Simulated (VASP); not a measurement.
# CaB2 (P6/mmm) in VASP: a series of runs

Aim: see how the results for CaB2 move with the level of theory and the settings. Levels: r2SCAN+D3(BJ), r2SCAN+D4. Tasks: relaxation of cell and atoms.

Program: VASP 6.6.1. These are calculated values, not measurements. Logs are shortened: lines on timing, memory, paths and dates and some standing lists are left out, and cuts for length are marked.

## 1. The crystal as given

The structure is hexagonal, space group P6/mmm (No. 191). The conventional cell has a = 3.226 Å, b = 3.226 Å, c = 4.067 Å, α = 90.00°, β = 90.00°, γ = 120.00°. Ca (site symmetry 6/mmm) is surrounded by 12 B at 2.76 Å. B (site symmetry -6m2) is surrounded by 3 B at 1.86 Å.

The cell comes from a database or a generator and needn't be the stable form of this composition.

## 2. Relaxation of cell and atoms, r2SCAN+D3(BJ)

The input, INCAR:

```
SYSTEM = CaB2
ALGO = Normal
EDIFF = 1E-6
EDIFFG = -0.01
ENCUT = 600
IBRION = 2
ISIF = 3
ISMEAR = -1
IVDW = 12
LASPH = .True.
LCHARG = .False.
LMIXTAU = .True.
LREAL = .False.
LWAVE = .False.
METAGGA = R2SCAN
NELM = 60
NSW = 40
PREC = Accurate
SIGMA = 0.05
VDW_A1 = 0.49484001
VDW_A2 = 5.73083694
VDW_S6 = 1.0
VDW_S8 = 0.78981345
```

The input, KPOINTS:

```
k-points
0
Gamma
  9 9 7
  0 0 0
```

The input, POSCAR:

```
CaB2
1.0
    3.2264302843      0.0000000000      0.0000000000
   -1.6132151421      2.7941705897      0.0000000000
    0.0000000000      0.0000000000      4.0673920000
Ca B
1 2
Direct
    0.0000000000      0.0000000000      0.0000000000
    0.6666666667      0.3333333333      0.5000000000
    0.3333333333      0.6666666667      0.5000000000
```

Potentials or basis: VASP PAW PBE potentials, release 64 (Ca_sv, B).

On the command line:

```console
> cat potpaw_PBE.64/Ca_sv/POTCAR potpaw_PBE.64/B/POTCAR > POTCAR
> mpirun -np 1 vasp_std > vasp.out
```

OUTCAR:

```text
SYSTEM = CaB2
   EDIFF = 1E-6
   EDIFFG = -0.01
   ENCUT = 600
   IBRION = 2
   ISIF = 3
   ISMEAR = -1
   IVDW = 12
   LASPH = .True.
   LREAL = .False.
   METAGGA = R2SCAN
   NELM = 60
   NSW = 40
   PREC = Accurate
 IVDW          = 12

 ion  position               nearest neighbor table
   1  0.000  0.000  0.000-
   2  0.667  0.333  0.500-   3 1.86   3 1.86   3 1.86
   3  0.333  0.667  0.500-   2 1.86   2 1.86   2 1.86

  LATTYP: Found a hexagonal cell.
 ALAT       =     3.2264302843
 C/A-ratio  =     1.2606477257

  Lattice vectors:

 A1 = (   3.2264302843,   0.0000000000,   0.0000000000)
 A2 = (  -1.6132151421,   2.7941705897,   0.0000000000)
 A3 = (   0.0000000000,   0.0000000000,   4.0673920000)

Analysis of symmetry for initial positions (statically):
=====================================================================
 Subroutine PRICEL returns:
 Original cell was already a primitive cell.

 Routine SETGRP: Setting up the symmetry group for a
 hexagonal supercell.

 Subroutine GETGRP returns: Found 24 space group operations
 (whereof 24 operations were pure point group operations)
 out of a pool of 24 trial point group operations.

The static configuration has the point symmetry D_6h.

Analysis of symmetry for dynamics (positions and initial velocities):
=====================================================================
 Subroutine PRICEL returns:
 Original cell was already a primitive cell.

 Routine SETGRP: Setting up the symmetry group for a
 hexagonal supercell.

 Subroutine GETGRP returns: Found 24 space group operations
 (whereof 24 operations were pure point group operations)
 out of a pool of 24 trial point group operations.

The dynamic configuration has the point symmetry D_6h.

 Subroutine INISYM returns: Found 24 space group operations
 (whereof 24 operations are pure point group operations),
 and found     1 'primitive' translations

----------------------------------------------------------------------------------------

                                     Primitive cell

  volume of cell :      36.6683

  direct lattice vectors                    reciprocal lattice vectors
     3.226430284  0.000000000  0.000000000     0.309940061  0.178943978  0.000000000
    -1.613215142  2.794170590  0.000000000     0.000000000  0.357887956  0.000000000
     0.000000000  0.000000000  4.067392000     0.000000000  0.000000000  0.245857788

  length of vectors
     3.226430284  3.226430284  4.067392000     0.357887956  0.357887956  0.245857788

  position of ions in fractional coordinates (direct lattice)
     0.000000000  0.000000000  0.000000000
     0.666666667  0.333333333  0.500000000
     0.333333333  0.666666667  0.500000000

  ion indices of the primitive-cell ions
   primitive index   ion index
                 1           1
                 2           2
                 3           3

----------------------------------------------------------------------------------------

 KPOINTS: k-points

Automatic generation of k-mesh.
 Grid dimensions read from file:
 generate k-points for:    9    9    7

 Generating k-lattice:

  Cartesian coordinates                     Fractional coordinates (reciprocal lattice)
     0.034437785  0.019882664  0.000000000     0.111111111 -0.000000000  0.000000000
     0.000000000  0.039765328  0.000000000     0.000000000  0.111111111  0.000000000
     0.000000000  0.000000000  0.035122541     0.000000000  0.000000000  0.142857143

  Length of vectors
     0.039765328  0.039765328  0.035122541

  Shift w.r.t. Gamma in fractional coordinates (k-lattice)
     0.000000000  0.000000000  0.000000000

 Subroutine IBZKPT returns following result:
 ===========================================

 Found     48 irreducible k-points:

 Following reciprocal coordinates:
            Coordinates               Weight
  0.000000  0.000000  0.000000      1.000000
  0.111111 -0.000000  0.000000      6.000000
  0.222222 -0.000000  0.000000      6.000000
  0.333333 -0.000000  0.000000      6.000000
  0.444444 -0.000000  0.000000      6.000000
  0.111111  0.111111  0.000000      6.000000
[... 16 lines left out ...]
  0.333333  0.222222  0.142857     24.000000
  0.333333  0.333333  0.142857      4.000000
 [... further k-points ...]
   k-points           NKPTS =     48   k-points in BZ     NKDIM =     48   number of bands    NBANDS=     12
   number of dos      NEDOS =    301   number of ions     NIONS =      3
   total plane-waves  NPLWV =  25088
   dimension x,y,z NGX =    28 NGY =   28 NGZ =   32
   dimension x,y,z NGXF=    56 NGYF=   56 NGZF=   64
   ions per type =               1   2
   NGX,Y,Z   is equivalent  to a cutoff of  14.43, 14.43, 13.08 a.u.
   NGXF,Y,Z  is equivalent  to a cutoff of  28.85, 28.85, 26.16 a.u.
 SYSTEM =  CaB2
   PREC   = accura    normal or accurate (medium, high low for compatibility)
   ISTART =      0    job   : 0-new  1-cont  2-samecut
   ICHARG =      2    charge: 1-file 2-atom 10-const
   ISPIN  =      1    spin polarized calculation?
   LNONCOLLINEAR =      F non collinear calculations
   LSORBIT =      F    spin-orbit coupling
   LASPH  =      T    aspherical Exc in radial PAW
   ENCUT  =  600.0 eV  44.10 Ry    6.64 a.u.   6.44  6.44  8.12*2*pi/ulx,y,z
   NELM   =     60;   NELMIN=  2; NELMDL= -5     # of ELM steps
   EDIFF  = 0.1E-05   stopping-criterion for ELM
   LREAL  =      F    real-space projection
   EDIFFG = -.1E-01   stopping-criterion for IOM
   NSW    =     40    number of steps for IOM
   IBRION =      2    ionic relax: 0-MD 1-quasi-New 2-CG
   NFREE  =      1    steps in history (QN), initial steepest desc. (CG)
   ISIF   =      3    stress and relaxation
   ISYM   =      2    0-nonsym 1-usesym 2-fastsym
   POTIM  = 0.5000    time-step for ionic-motion
   TEBEG  =    0.0;   TEEND  =   0.0 temperature during run
   PSTRESS=    0.0 pullay stress
   NELECT =      16.0000    total number of electrons
   NUPDOWN=      -1.0000    fix difference up-down
   EMIN   =  10.00;   EMAX   =-10.00  energy-range for DOS
   EFERMI =   0.00;   METHOD = LEGACY
   ISMEAR =    -1;   SIGMA  =   0.05  broadening in eV -4-tet -1-fermi 0-gaus
   EFERMI_NEDOS =   21; number of points for ismear=-14 and -15
   IALGO  =     38    algorithm
   IMIX   =      4    mixing-type and parameters
     AMIX     =   0.40;   BMIX     =  1.00
     AMIX_MAG =   1.60;   BMIX_MAG =  1.00
  volume/ion in A,a.u.               =      12.22        82.48
  Fermi-wavevector in a.u.,A,eV,Ry     =   1.241703  2.346479 20.977823  1.541826
  Thomas-Fermi vector in A             =   2.376089
   LORBIT       =      0    0 simple, 1 ext, 2 COOP (PROOUT), +10 PAW based schemes
   METAGGA = R2SCAN    functional components
   LHFCALC =     F    Hartree Fock is set to
   AEXX    =    0.0000 exact exchange contribution
   IVDW    =    12    specifies the selected vdW correction
   LEPSILON=     F    determine dielectric tensor
   LRPA    =     F    only Hartree local field effects (RPA)
 conjugate gradient relaxation of ions
 non-spin polarized calculation
  energy-cutoff  :      600.00
  volume of cell :       36.67
 maximum number of plane-waves:      1252
 NGX is ok and might be reduce to    28
   NGX = 13   NGY = 13   NGZ = 17

--------------------------------------- Ionic step        1  -------------------------------------------

 number of electron      16.0000001 magnetization

 Free energy of the ion-electron system (eV)
  ---------------------------------------------------
  ext. energy  EPLUGINS =         0.00000000
  ---------------------------------------------------
  free energy    TOTEN  =       -22.31137745 eV

  energy without entropy =      -22.30462674  energy(sigma->0) =      -22.30800209

------------------------ aborting loop because EDIFF is reached ----------------------------------------

 Edisp (eV)   -0.39648

 E8    (eV) :    -0.1338

  FORCE on cell =-STRESS in cart. coord.  units (eV):
  Direction    XX          YY          ZZ          XY          YZ          ZX
  --------------------------------------------------------------------------------------
  -------------------------------------------------------------------------------------
  Total      -0.44636    -0.44636    -0.17609    -0.00000     0.00000    -0.00000
  in kB     -19.50324   -19.50324    -7.69392    -0.00000     0.00000    -0.00000
  external pressure =      -15.57 kB  Pullay stress =        0.00 kB
[... 145 lines left out ...]
  energy  without entropy=      -22.7036878701  energy(sigma->0) =      -22.70707666

--------------------------------------- Ionic step        5  -------------------------------------------

 number of electron      16.0000000 magnetization

 Free energy of the ion-electron system (eV)
  ---------------------------------------------------
  ext. energy  EPLUGINS =         0.00000000
  ---------------------------------------------------
  free energy    TOTEN  =       -22.30903083 eV

  energy without entropy =      -22.30225631  energy(sigma->0) =      -22.30564357

 E-fermi :   4.7931     XC(G=0): -11.4723

 val. band max:        4.7686393225   @ k =   0.3333   0.2222   0.4286
 cond. band min:       4.8120318448   @ k =   0.4444   0.1111   0.2857
 fundamental gap:      0.0433925223
 Fermi energy:         4.7931289594

 k-point     1 :       0.0000    0.0000    0.0000
  band No.  band energies     occupation
      1     -36.7211      2.00000
      2     -16.8335      2.00000
      3     -16.6368      2.00000
      4     -16.6368      2.00000
      5      -6.4224      2.00000
      6       2.7633      2.00000
      7       5.1953      0.00064
      8       5.1953      0.00064
      9       5.4911      0.00000
     10      10.5730      0.00000
     11      10.5730      0.00000
     12      11.4772      0.00000
[... 331 lines left out ...]
 k-point    24 :       0.3333    0.3333    0.1429
  band No.  band energies     occupation
      1     -36.5882      2.00000
      2     -17.1832      2.00000
      3     -17.1832      2.00000
      4     -16.6524      2.00000
      5      -1.6666      2.00000
      6      -1.6666      2.00000
      7       0.4471      2.00000
      8       4.6745      1.82947
      9       4.6745      1.82946
     10       9.3718      0.00000
     11       9.3719      0.00000
     12      11.6678      0.00000

 [... further k-points ...]

------------------------ aborting loop because EDIFF is reached ----------------------------------------

 Edisp (eV)   -0.40146

 E8    (eV) :    -0.1355

  FORCE on cell =-STRESS in cart. coord.  units (eV):
  Direction    XX          YY          ZZ          XY          YZ          ZX
  --------------------------------------------------------------------------------------
  -------------------------------------------------------------------------------------
  Total      -0.01147    -0.01147    -0.00359    -0.00000    -0.00000     0.00000
  in kB      -0.50731    -0.50731    -0.15871    -0.00000    -0.00000     0.00000
  external pressure =       -0.39 kB  Pullay stress =        0.00 kB
[... 18 lines left out ...]
  FREE ENERGIE OF THE ION-ELECTRON SYSTEM (eV)
  ---------------------------------------------------
  free  energy   TOTEN  =       -22.7104868393 eV

  energy  without entropy=      -22.7037123274  energy(sigma->0) =      -22.70709958

 reached required accuracy - stopping structural energy minimisation
```

Run time: 3.3 min. Hardware: 1 thread of AMD EPYC 9R45 (Zen 5), shared host; peak memory 0.18 GiB.

What came out:

```yaml
Free_energy: -22.7105 eV
Relaxed_volume: 12.07 Å³/atom
Relaxed_cell: a = 3.209 Å, b = 3.209 Å, c = 4.062 Å, α = 90.00°, β = 90.00°, γ = 120.00°
Space_group_after_relaxing_to_0.05_Å: P6/mmm (No. 191)
Energy_gained_by_relaxing: 0.9 meV/atom
Ionic_steps: 5
Pressure_after_relaxing: 0.0 GPa
Band_gap_on_the_k_mesh: none (metal or under the smearing width)
Dispersion_energy_per_atom: -0.134 eV
```

Step by step:
```
step  energy change (eV)  largest force (eV/Å)  pressure (GPa)  volume (Å³)
   1              0.0000                0.0000           -1.56        36.67
   2             -0.0023                0.0000            0.63        36.04
   3             -0.0026                0.0000            0.05        36.20
   4             -0.0026                0.0000            0.02        36.21
   5             -0.0026                0.0000           -0.04        36.22
```

Final structure:
```
CELL_PARAMETERS angstrom
3.20890 0.00000 0.00000
-1.60445 2.77899 0.00000
0.00000 0.00000 4.06192
ATOMIC_POSITIONS crystal
Ca 0.00000 0.00000 0.00000
B 0.66667 0.33333 0.50000
B 0.33333 0.66667 0.50000
```

Caveat: the PAW data sets were made with another functional, which shifts forces and pressure a little; pairwise dispersion overbinds metals, which lowers pressure and volume.

## 3. Relaxation of cell and atoms, r2SCAN+D4

INCAR: that of step 2 with these lines changed.

```diff
@@ -8,3 +8,3 @@
 ISMEAR = -1
-IVDW = 12
+IVDW = 13
 LASPH = .True.
@@ -19,5 +19,5 @@
 SIGMA = 0.05
-VDW_A1 = 0.49484001
-VDW_A2 = 5.73083694
+VDW_A1 = 0.51559235
+VDW_A2 = 5.77342911
 VDW_S6 = 1.0
-VDW_S8 = 0.78981345
+VDW_S8 = 0.6018749
```

KPOINTS is that of step 2.

POSCAR is that of step 2.

Potentials or basis: VASP PAW PBE potentials, release 64 (Ca_sv, B).

On the command line:

```console
> cat potpaw_PBE.64/Ca_sv/POTCAR potpaw_PBE.64/B/POTCAR > POTCAR
> mpirun -np 1 vasp_std > vasp.out
```

Wall time 2.6 min (1 thread of AMD EPYC 9R45 (Zen 5), shared host); peak memory 0.17 GiB.

It converged, with:

* Free energy: -22.5608 eV
* Relaxed volume: 12.12 Å³/atom
* Relaxed cell: a = 3.216 Å, b = 3.216 Å, c = 4.061 Å, α = 90.00°, β = 90.00°, γ = 120.00°
* Space group after relaxing (to 0.05 Å): P6/mmm (No. 191)
* Energy gained by relaxing: 0.3 meV/atom
* Ionic steps: 3
* Pressure after relaxing: 0.0 GPa
* Band gap on the k mesh: none (metal or under the smearing width)
* Dispersion energy per atom: -0.083 eV

Stress tensor (GPa, compression positive):
```
-0.01  0.00  0.00
 0.00 -0.01  0.00
 0.00  0.00  0.13
```

The path:
```tsv
step	energy change (eV)	largest force (eV/Å)	pressure (GPa)	volume (Å³)
1	0.0000	0.0000	-0.99	36.67
2	-0.0009	0.0000	0.39	36.27
3	-0.0010	0.0000	0.03	36.37
```

Final structure:
```
CELL_PARAMETERS angstrom
3.21565 0.00000 0.00000
-1.60783 2.78484 0.00000
0.00000 0.00000 4.06137
ATOMIC_POSITIONS crystal
Ca 0.00000 0.00000 0.00000
B 0.66667 0.33333 0.50000
B 0.33333 0.66667 0.50000
```

Levels at points of the mesh, in eV from the Fermi level:
| k point | band 4 | band 5 | band 6 | band 7 | band 8 | band 9 | band 10 | band 11 | band 12 |
| --- | --- | --- | --- | --- | --- | --- | --- | --- | --- |
| (0.00, 0.00, 0.00) | -21.43 | -11.19 | -2.01 | 0.39 | 0.39 | 0.71 | 5.78 | 5.78 | 6.67 |

Caveat: the PAW data sets were made with another functional, which shifts forces and pressure a little; pairwise dispersion overbinds metals, which lowers pressure and volume.

## 4. For comparison

An earlier run on the cell as given: functional PBE; potentials or basis VASP PAW PBE potentials, release 64 (Ca_sv, B); cutoff 520 eV; k mesh 9 × 9 × 7; occupations fermi-dirac, width 0.05 eV; no spin polarisation.

* Pressure: -0.1 GPa
* Band gap on the k mesh: none (metal or under the smearing width)

## 5. Summary

```csv
task,level,cell,cutoff (eV),gap on the mesh (eV),pressure (GPa),relaxed volume (Å³/atom)
relaxation of cell and atoms,r2SCAN+D3(BJ),relaxed,600,none,0.0,12.07
relaxation of cell and atoms,r2SCAN+D4,relaxed,600,none,0.0,12.12
single point,PBE,as given,520,none,-0.1,-
```

Alike in all rows: potentials or basis VASP PAW PBE potentials, release 64 (Ca_sv, B); no spin polarisation; k mesh 9 × 9 × 7; smearing fermi-dirac 0.05 eV.

Caveats: the PAW data sets were made with another functional, which shifts forces and pressure a little (some runs); pairwise dispersion overbinds metals, which lowers pressure and volume (some runs).

Total energies depend on the potentials used, so only differences within one code and one set of settings carry meaning.
